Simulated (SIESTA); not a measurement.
Crystal: HfO2.

```
CELL_PARAMETERS angstrom
5.21946 0.00000 0.00000
0.00000 5.00476 0.00000
0.00000 0.00000 5.03269
ATOMIC_POSITIONS crystal
Hf 0.96699 0.73252 0.74144
Hf 0.53301 0.73252 0.24144
Hf 0.46699 0.26748 0.74144
Hf 0.03301 0.26748 0.24144
O 0.63213 0.92865 0.87927
O 0.86787 0.92865 0.37927
O 0.23395 0.53988 0.49229
O 0.26605 0.53988 0.99229
O 0.76605 0.46012 0.99229
O 0.73395 0.46012 0.49229
O 0.13213 0.07135 0.87927
O 0.36787 0.07135 0.37927
```

Measurements of this composition are mostly on another form, of space group No. 14.

Base run:

```yaml
Program: SIESTA 5.4.2
Functional: RPBE
Potentials_or_basis: PseudoDojo 0.4 standard (PBE files)
Basis: DZP (energy shift 0.002 Ry)
Grid_cutoff: 800 Ry
Energy_shift: 0.002 Ry
k_mesh: 5 × 6 × 5
Occupations: fermi-dirac, width 0.05 eV
Spin: no spin polarisation
```

Its results: band gap on the k mesh 4.34 eV, indirect (least direct gap 4.53 eV); pressure 15.9 GPa; largest force 0.183 eV/Å.

Task: After a change of settings the same cell gave: band gap on the k mesh 4.28 eV, indirect (least direct gap 4.47 eV); pressure 14.0 GPa; largest force 0.181 eV/Å. Which change was it?
A. functional from RPBE to vdW-DF-cx
B. functional from RPBE to APBE
C. functional from RPBE to PBE; basis from DZP (energy shift 0.002 Ry) to SZ (energy shift 0.002 Ry)
D. functional from RPBE to PBEJsJrLO

Result: B.

Caveats: semicore shells carry a single zeta, which can move pressures by several GPa and volumes by a few percent; the potentials were made for another functional, which shifts forces and pressure; spin-orbit coupling is left out, which moves the levels of the heavy elements; the basis of atomic orbitals isn't converged, which shifts pressures, moduli and gaps; so large a pressure means that the cell lies far from this level's equilibrium, or that cutoff or potentials fall short (some runs).

Not every run made on this cell is shown here.
